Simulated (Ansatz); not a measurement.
# Os: the cost of one run

Program: Ansatz 0.2.0. Level of theory: DFT PBE, scalar-relativistic, plane waves, PAW. These are calculated values, not measurements.

### Step 1. The structure to begin with

It takes space group Cmmm (No. 65, orthorhombic). Conventional cell: a = 3.114 Å, b = 3.784 Å, c = 2.537 Å, α = 90.00°, β = 90.00°, γ = 90.00°. Os (site symmetry mmm) is surrounded by 6 Os at 2.45 to 2.54 Å.

Structure file:

```xyz
1
Lattice="1.5569 -1.8918 0.0000 1.5569 1.8918 0.0000 0.0000 0.0000 2.5372" Properties=species:S:1:pos:R:3 pbc="T T T"
Os    0.0000    0.0000    1.2686
```

The cell is invented: random cell by space group and Wyckoff sites (Cmmm, No. 65). Lengths come from tabulated atomic sizes and are only a guess.

### Step 2. The guess as it stands, on a coarse mesh

File input.yaml:

```yaml
crystal:
  lattice:
    - [1.55685453, -1.89176275, 0.0]
    - [1.55685453, 1.89176275, 0.0]
    - [0.0, 0.0, 2.53723298]
  atoms:
    - { symbol: Os, position: [0.0, 0.0, 0.5] }
basis:
  ecutwfc: 420
kpoints:
  mp_grid: { grid: [8, 8, 6] }
hamiltonian:
  xc: pbe
scf:
  occupations: { method: gaussian, width: 0.1 }
  lower_state_search: "off"
output:
  forces: true
  stress: true
  eigenvalues: true
```

Launch:

```sh
$ ansatz run input.yaml --threads 1 --pin off --max-ram 2560MiB --backend cpu --events-out ev --progress --plain --runs-dir out
```

What time and memory should one allow on 1 thread of Arm Neoverse N1, shared host?

About 1.9 s, with a peak of 0.26 GiB.
